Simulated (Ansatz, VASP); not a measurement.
## Two plane-wave programs on MnS

```
CELL_PARAMETERS angstrom
0.00000 2.60450 2.60450
2.60450 0.00000 2.60450
2.60450 2.60450 0.00000
ATOMIC_POSITIONS crystal
Mn 0.00000 0.00000 0.00000
S 0.50000 0.50000 0.50000
```

Alike in both runs: task single point; functional PBE; k mesh 9 × 9 × 9; occupations fermi-dirac, width 0.05 eV; collinear spin, ferromagnetic start.

|  | VASP | Ansatz |
| --- | --- | --- |
| version | VASP 6.6.1 | Ansatz 0.2.0 |
| potentials or method | VASP PAW PBE potentials, release 64 (Mn_pv, S) | Ansatz PAW |
| plane-wave cutoff (eV) | 520 | 420 |
| valence electrons in the cell | 19 | 21 |

Ansatz gave:

```
gap on the k mesh at the Fermi level (eV)                     : none
pressure (GPa)                                                : -2.9
net moment per atom (μB)                                      : 2.36
size of the moment on the site where the two differ most (μB) : 4.21
```

Q: What did VASP give for the same quantities?

A: gap on the k mesh at the Fermi level (eV): none; pressure (GPa): -2.9; net moment per atom (μB): 2.36; size of the moment on the site where the two differ most (μB): 4.26.

Site moments also hang on the region over which each program counts them. A gap of «none» marks a metal or a gap that the smearing closes. The functional is the same, so the differences come from potentials, cutoffs and numerics. The two sets of potentials don't hold the same shells in valence.

Caveats: a cell with one magnetic atom can't hold antiferromagnetic order, which such compounds often take; semilocal functionals often make such compounds metallic where correlation or magnetic order opens a gap, which also shifts bond lengths. With open d or f shells a metallic result of PBE can be an artefact of self-interaction; +U or a hybrid may open a gap.
